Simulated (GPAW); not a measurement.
Crystal: Sb.

```
CELL_PARAMETERS angstrom
4.52770 0.00000 0.00000
0.00000 4.42110 0.00000
-1.32052 0.00000 6.36435
ATOMIC_POSITIONS crystal
Sb 0.33993 0.25000 0.68367
Sb 0.93664 0.75000 0.76276
Sb 0.06336 0.25000 0.23724
Sb 0.66007 0.75000 0.31633
```

This isn't the form of Sb at room conditions, which is rhombohedral.

Base run:

| Quantity | Value |
| --- | --- |
| Program | GPAW 26.7.0 |
| Functional | LDA |
| Potentials or basis | the program's PAW data sets (release 1.2.1) made for this functional |
| Cutoff | 600 eV |
| Basis | pw |
| k mesh | 4 × 4 × 3 |
| Occupations | fermi-dirac, width 0.05 eV |
| Spin | no spin polarisation |

Its results: pressure -3.8 GPa; largest force 0.230 eV/Å.

Q: The run is repeated on the same cell with these changes: cutoff from 600 eV to 450 eV. What comes out?

A: Pressure -5.4 GPa; largest force 0.229 eV/Å.

Caveats: the cutoff is short for stress and forces, so pressures can be off by a GPa or more (some runs).

Not every run made on this cell is shown here.
